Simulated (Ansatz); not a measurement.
# LiH (Fm-3m): G0W0 and the treatment of frequencies and band sums

```
Li H
1.0
     0.00000    2.04200    2.04200
     2.04200    0.00000    2.04200
     2.04200    2.04200    0.00000
Li H
1 1
Direct
  0.00000 0.00000 0.00000
  0.50000 0.50000 0.50000
```

Held fixed (Ansatz):

* orbitals: PBE
* datasets: soft PAW set, first generation
* k mesh: 4×4×4
* response cutoff: 200 eV
* wave cutoff: 420 eV

The gap is read direct at k = (0, -0.5, -0.5), linearised, between the Kohn-Sham band edges among the points solved. ε∞ is the electronic dielectric constant on this mesh. Runs with cut sums weigh the q → 0 term analytically. The completed-sum build treats it its own way, which on a coarse mesh shifts the gap as well.

```
                                                                               treatment  KS gap (eV)  G0W0 gap (eV)   ε∞
                                        contour deformation, sums cut at 110 empty bands         3.01           4.78  5.1
                           plasmon pole fitted at 12.73i eV, sums cut at 110 empty bands         3.01           4.77  5.1
contour deformation, 45 empty bands and completed sums (trial build, its own q → 0 term)         3.01              ?    ?
```

(1) Fill in the row for contour deformation, 45 empty bands and completed sums (trial build, its own q → 0 term).

## Answers

(1) G0W0 gap 4.86 eV, ε∞ 5.1.

Soft PAW datasets can miss an all-electron G0W0 gap by more than 5 %. The cell is a model at fixed atoms and needn't be the relaxed known crystal. Points k are given in fractions of the reciprocal vectors. The mesh is coarse, so these are values at the stated settings, not converged ones. Band sums or response are cut, so the gap isn't at its basis limit. The gap is read on the mesh, and the crystal's band edges can lie off it. Meshes this coarse can overestimate the dielectric constant by a tenth and more.
